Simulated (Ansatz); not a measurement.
# Sb: the cost of one run

Computed with Ansatz 0.2.0 (DFT PBE, scalar-relativistic, plane waves, PAW, unless a step's input says otherwise).

2 further runs of the same task are left out: 2 that didn't finish. Runs told in other sessions of the task aren't counted.

### 1 The system as given

Symmetry: Pm-3m, No. 221, cubic system. The conventional cell has a = 3.110 Å, b = 3.110 Å, c = 3.110 Å, α = 90.00°, β = 90.00°, γ = 90.00°. Around Sb (site symmetry m-3m) lie 6 Sb at 3.11 Å.

As a file:

```cif
data_structure
_symmetry_space_group_name_H-M 'Pm-3m'
_symmetry_Int_Tables_number 221
_cell_length_a 3.1095
_cell_length_b 3.1095
_cell_length_c 3.1095
_cell_angle_alpha 90.000
_cell_angle_beta 90.000
_cell_angle_gamma 90.000
_cell_volume 30.07
loop_
_atom_site_label
_atom_site_type_symbol
_atom_site_symmetry_multiplicity
_atom_site_Wyckoff_symbol
_atom_site_fract_x
_atom_site_fract_y
_atom_site_fract_z
_atom_site_occupancy
Sb1 Sb 1 a 0.00000 0.00000 0.00000 1
```

The cell was relaxed beforehand at this level, from a generated guess; it needn't be the stable form of this composition. At a tolerance of 0.05 Å it has space group Pm-3m (No. 221); it has 30.07 Å³/atom, an uncorrected energy of +0.05 eV/atom over the standard state and, on its mesh, gap none (metal).

### 2 Volume × 0.97

Input file input.yaml:

```yaml
crystal:
  lattice:
    - [3.0781270915, 0.0, 0.0]
    - [0.0, 3.0781270915, 0.0]
    - [0.0, 0.0, 3.078124491]
  atoms:
    - { symbol: Sb, position: [0.0, 0.0, 0.0] }
basis:
  ecutwfc: 420
kpoints:
  mp_grid: { grid: [18, 18, 18] }
hamiltonian:
  xc: pbe
scf:
  occupations: { method: gaussian, width: 0.1 }
output:
  forces: true
  stress: true
  eigenvalues: true
```

The run is started by

```bash
> ansatz run input.yaml --threads 1 --pin off --max-ram 2560MiB --backend cpu --events-out ev --progress --plain --runs-dir out
```

What time and memory should one allow on 1 thread of Arm Neoverse N1, shared host?

About 7.6 s, with a peak of 0.34 GiB.
